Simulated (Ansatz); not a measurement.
LiF (CsCl type), relaxed with r2SCAN: 6 runs in the PAW code Ansatz, each a calculation of independent-particle optics. The symmetry is Pm-3m (No. 221, cubic); a = 2.516 Å in the conventional setting, 7.97 Å³ an atom. Li is surrounded by 8 F at 2.18 Å; F is surrounded by 8 Li at 2.18 Å. No spin polarisation and no zero-point or thermal motion; the cell was built from a prototype and may be hypothetical.

```
CELL_PARAMETERS angstrom
2.51626 0.00000 0.00000
0.00000 2.51626 0.00000
0.00000 0.00000 2.51626
ATOMIC_POSITIONS crystal
Li 0.00000 0.00000 0.00000
F 0.50000 0.50000 0.50000
```

On meshes this coarse, single peaks can be features of the mesh. No local fields, no excitons; the zone sum runs over the cells of the mesh, and ε∞ includes the bands left out of the spectrum. Up to four peaks are listed, those above 15 % of the tallest and inside the complete range; the four can differ from row to row. Rows marked drawn have settings drawn at random (some not listed).

```
functional  k mesh  broadening (eV)    scissors (eV)  range (eV)  settings  direct gap on the mesh before scissors (eV)  ε∞ xx  ε∞ yy  ε∞ zz  complete up to (eV)  tallest peaks of mean ε₂ (eV)
       PBE   8×8×8              0.1             0.00        0–26    chosen                                         8.66   2.20   2.20   2.20                 26.0         9.85 14.05 14.60 18.00
    r2SCAN   8×8×8              0.1             0.00        0–26    chosen                                         9.64   2.07   2.07   2.07                 26.0        10.90 15.20 15.70 19.25
       PBE   8×8×8              0.1  2.27 (to HSE06)        0–26    chosen                                         8.66   2.05   2.05   2.05                 26.0        12.10 16.30 16.85 20.30
    PBEsol   8×8×8             0.15             1.00        0–10     drawn                                         8.53   2.16   2.16   2.16                 10.0                           none
    PBEsol   6×6×6             0.05             0.30        0–10     drawn                                         8.53   2.21   2.21   2.21                 10.0                           none
       LDA   8×8×8             0.03             0.60        0–15     drawn                                         8.48   2.21   2.21   2.21                 15.0              10.05 14.25 14.85
```

The fundamental gap is indirect (7.94 eV with PBE on 8×8×8); the table holds the direct one.
